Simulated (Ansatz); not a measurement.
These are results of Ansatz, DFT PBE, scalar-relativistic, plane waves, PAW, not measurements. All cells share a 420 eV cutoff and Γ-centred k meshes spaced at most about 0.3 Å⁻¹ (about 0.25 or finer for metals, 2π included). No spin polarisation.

Each guess is relaxed in cell and atoms at zero pressure, on a coarse mesh first where it starts far from rest and then on a converged one. The steps can't lower the symmetry of the start, but it can rise. Energies are static (0 K, no zero-point motion).

Two unrelaxed guesses for Zn₂CdTe₃:

A.

```xyz
6
Lattice="6.1481 0.0000 0.0000 -3.0741 5.3244 0.0000 0.0000 0.0000 5.1134" Properties=species:S:1:pos:R:3 pbc="T T T"
Zn    0.0000    3.5496    0.0000
Zn    3.0741    1.7748    0.0000
Cd    0.0000    0.0000    0.0000
Te    3.0741    0.0000    2.5567
Te   -1.5370    2.6622    2.5567
Te    1.5370    2.6622    2.5567
```

B.

```xyz
6
Lattice="-2.8516 2.8516 4.9852 2.8516 -2.8516 4.9852 2.8516 2.8516 -4.9852" Properties=species:S:1:pos:R:3 pbc="T T T"
Zn    0.0000    0.0000    7.1865
Zn    0.0000    0.0000    2.7839
Cd    0.0000    0.0000    4.9852
Te    0.0000    2.8516    2.4926
Te    2.8516    0.0000    2.4926
Te    0.0000    0.0000    0.0000
```

**Question.** Do they relax into the same structure? If not, which is lower?

**Answer.** No. B ends lower, by 62 meV/atom. A: P6/mmm at 27.9 Å³/atom → P6/mmm at 29.2 Å³/atom; B: I4/mmm at 27.0 Å³/atom → I4/mmm at 28.2 Å³/atom. Counting Te atoms around Cd and Zn (those within 1.25 times the shortest such distance or 1.15 times the sum of covalent radii; the shortest distance is added where it is long for a bond), the end of A has Zn 6, Cd 12 from 4.1 Å and the end of B has Zn 5, Cd 12 from 3.9 Å. End of A. Conventional cell: a = 7.172 Å, c = 3.935 Å. Zn has 6 Te at 2.86 Å, 5 Zn at 3.94–4.14 Å and 3 Cd at 4.14 Å; Cd is surrounded by 2 Cd at 3.94 Å, 12 Te at 4.09 Å and 6 Zn at 4.14 Å; Te is surrounded by 4 Zn at 2.86 Å, 4 Te at 3.59 Å, 2 Te at 3.94 Å and 4 Cd at 4.09 Å. End of B. Conventional cell: a = 5.554 Å, c = 10.977 Å. Zn has 5 Te at 2.74–2.78 Å and 1 Cd at 2.75 Å; Cd has 2 Zn at 2.75 Å; Te on a site of symmetry -4m2 has 4 Zn at 2.78 Å; 1 more site not described.

Ends held by symmetry can be saddle points. Neither end is the lowest form computed: that has space group P4mm (No. 99) and lies 54 meV/atom below the better end. Even the lowest of the cells shown lies +0.11 eV/atom against the elements. Spin–orbit coupling, which can matter for Te, is left out. Some structure types and database cells were kept out of the candidates from the start, so a known form may be missing.
